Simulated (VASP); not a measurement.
## GaSb in VASP 6.6.1, single-point calculation

INCAR

```
LASPH = .TRUE.
SIGMA = 0.02
ISIF = 2
LCHARG = .FALSE.
IBRION = -1
GGA = PS
ENCUT = 520
EDIFF = 1E-7
NSW = 0
LREAL = .FALSE.
PREC = Single
NELM = 56
NBANDS = 16
LWAVE = .FALSE.
ISMEAR = -1
```

KPOINTS

```
KPOINTS created by Atomic Simulation Environment
0
Gamma
8 8 8
0 0 0
```

POSCAR

```
Ga Sb
 1.0000000000000000
     0.0000000000000000    2.9729885120000001    3.1429239552000001
     2.9729885120000001    0.0000000000000000    3.1429239552000001
     2.9729885120000001    2.9729885120000001    0.0000000000000000
 Ga  Sb
   1   1
Cartesian
  0.0000000000000000  0.0000000000000000  0.0000000000000000
  1.4864942560000001  1.4864942560000001  1.5714619776000001
```

The recommended PBE PAW datasets give the neutral cell 18 valence electrons.

Command

```
mpirun -np 1 vasp_std
```

Task: Predict the outcome of this run.

Result: It converged. Results: gap between bands v and c on the k mesh 0.06 eV; least direct gap on the k mesh 0.06 eV; pressure 1.5 GPa. Band v is the last that the valence electrons fill when counted band by band, and c is the next.

OSZICAR

```
N       E                     dE             d eps       ncg     rms          rms(c)
DAV:   1     0.820819224467E+02    0.82082E+02   -0.86060E+03  1920   0.142E+03
DAV:   2    -0.176257267955E+01   -0.83844E+02   -0.80509E+02  2168   0.301E+02
DAV:   3    -0.811469844565E+01   -0.63521E+01   -0.63038E+01  2264   0.650E+01
DAV:   4    -0.822770187952E+01   -0.11300E+00   -0.11299E+00  2464   0.975E+00
DAV:   5    -0.823036435231E+01   -0.26625E-02   -0.26624E-02  2376   0.130E+00    0.324E+00
DAV:   6    -0.815103296322E+01    0.79331E-01   -0.86537E-02  2640   0.507E+00    0.191E+00
DAV:   7    -0.812282385346E+01    0.28209E-01   -0.45783E-02  2328   0.193E+00    0.377E-01
DAV:   8    -0.812288124594E+01   -0.57392E-04   -0.50200E-03  2584   0.843E-01    0.113E-01
DAV:   9    -0.812315459871E+01   -0.27335E-03   -0.46779E-04  2240   0.169E-01    0.423E-02
DAV:  10    -0.812314315883E+01    0.11440E-04   -0.20544E-05  2512   0.393E-02    0.121E-02
DAV:  11    -0.812315178181E+01   -0.86230E-05   -0.12112E-05  2296   0.243E-02    0.514E-03
DAV:  12    -0.812315179011E+01   -0.82919E-08   -0.42325E-07  2488   0.620E-03
   1 F= -.81231518E+01 E0= -.81231008E+01  d E =-.102063E-03
```

For comparison, a separate PBE run of the intended cell, on usual settings and not on those above, gives a gap of 0.11 eV on its mesh and a pressure of 4.1 GPa.
